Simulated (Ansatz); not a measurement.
Light or heavy electrons for an n-channel?

Plane-wave DFT in Ansatz, PBE, scalar-relativistic PAW potentials, cutoff 420 eV, no spin-orbit coupling; no spin polarisation. Relaxed crystals whose conduction band edge is a single valley at Γ; masses by central differences along the Cartesian axes of the standard setting.

| crystal | gap (eV) | gap kind | m_x | m_y | m_z (mₑ) |
| --- | --- | --- | --- | --- | --- |
| Si₃N₄ (P6_3/m) | 4.25 | indirect | 1.46 | 1.46 | 0.218 |
| MgO (Fm-3m) | 4.46 | direct | 0.337 | 0.337 | 0.337 |
| SnO₂ (P4_2/mnm) | 0.68 | direct | 0.17 | 0.17 | 0.157 |
| TiO₂ (P4_2/mnm) | 1.86 | direct | 1.16 | 1.16 | 0.577 |

Problem. Take a film 3 nm thick, normal along z, current along x, at 300 K. Work out the injection velocity, the density-of-states capacitance and the confinement shift.

Solution. For a non-degenerate gas v_T = √(2k_BT/πm_x) = 5.38×10⁶ cm/s ÷ √(m_x/mₑ); one valley with both spins has C_Q = e²√(m_x m_y)/πħ² = 66.9 μF/cm² × √(m_x m_y)/mₑ; hard walls lift the first subband by ħ²π²/(2m_z t²) = 376 meV nm² ÷ (t² m_z/mₑ).
```csv
crystal,v_T (10⁷ cm/s),C_Q (μF/cm²),shift (meV)
Si₃N₄ (P6_3/m),0.45,97.7,192
MgO (Fm-3m),0.93,22.5,124
SnO₂ (P4_2/mnm),1.30,11.4,266
TiO₂ (P4_2/mnm),0.50,77.6,72
```

Problem. With a gate oxide of 1 nm equivalent thickness (3.45 μF/cm²), which gives the most current per gate overdrive in the ballistic limit?

Solution. The gate capacitance is the series value C_G = 1/(1/C_ox + 1/C_Q), and the current goes as C_G v_T: SnO₂ (P4_2/mnm) 1.00, MgO (Fm-3m) 0.80, TiO₂ (P4_2/mnm) 0.48, Si₃N₄ (P6_3/m) 0.43 (relative). For an isotropic mass C_G v_T peaks where C_Q = C_ox, at about 0.05 mₑ. The lightest mass wins here, since its C_Q of 11.4 μF/cm² costs less than its speed gains. C_Q is the degenerate value and v_T the non-degenerate one; at high drain bias only forward-going states fill, which halves C_Q, while degeneracy raises the velocity, so values within about 10 % of each other aren't ranked. Scattering and the charge centroid are left out, and so are side valleys, which confinement lifts less and can make the lowest. Members with gaps over 3 eV here are hard to dope and contact. In oxides whose conduction band is of d states, electrons tend to self-trap as polarons, and the band mass says little. Where the shift is over a third of the gap (SnO₂ (P4_2/mnm)) the band isn't parabolic that far up, so the true shift is smaller and the mass larger. Semilocal functionals give gaps too small and so, as a rule, masses too light.

Cost: about 7.2 core-minutes for the runs cited, on Intel Xeon Processor @ 2.50GHz (Skylake/Cascade Lake), AMD EPYC 9R45 (Zen 5), Arm Neoverse V1 and other processors (shared hosts).